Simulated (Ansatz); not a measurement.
Here is an Ansatz 0.2.0 calculation.

The input input.yaml:

```yaml
crystal:
  lattice:
    - [2.34185, -1.7113, 0.0]
    - [2.34185, 1.7113, 0.0]
    - [-0.8500274268, 0.0, 5.0578693947]
  atoms:
    - { symbol: Cu, position: [0.5, 0.0, 0.5] }
    - { symbol: Cu, position: [0.0, 0.5, 0.0] }
    - { symbol: O, position: [0.4184, 0.5816, 0.75] }
    - { symbol: O, position: [0.5816, 0.4184, 0.25] }
hamiltonian:
  xc: pbesol
  pseudopotentials: { kind: paw }
kpoints:
  mp_grid: { grid: [10, 10, 5] }
scf:
  occupations: { method: fermi_dirac, width: 0.05 }
output:
  forces: true
  stress: true
  eigenvalues: true
  write_density: true
  write_potential: true
  elf: true
  volumetric_format: npy
relax:
  f_tol: 0.01
  max_steps: 40
  cell: { stress_tol: 0.05 }
```

Potentials or basis: Ansatz PAW.

Run with:

```bash
$ ansatz run input.yaml --threads 2 --pin off --max-ram 5632MiB --backend cpu --events-out ev --progress --plain --runs-dir out
```

(1) Estimate the band gap on the k mesh.

(2) What does it give for the space group after relaxing (to 0.05 Å)?

(3) Predict the relaxed volume.

(4) Predict the relaxed cell.

Answers

(1) none (metal or under the smearing width).

(2) P4_2/mmc (No. 131).

(3) 10.67 Å³/atom.

(4) a = 2.895 Å, b = 2.895 Å, c = 5.090 Å, α = 90.02°, β = 90.02°, γ = 89.78°.

Caveat: the pressure holds a Pulay correction of +0.7 GPa for the finite cutoff; the run has no spin polarisation, though such a crystal can be magnetic; semilocal functionals often make such compounds metallic where correlation or magnetic order opens a gap, which also shifts bond lengths; the PAW data sets come from PBE, with cores solved anew for the run's functional, which leaves a small shift of forces and pressure.
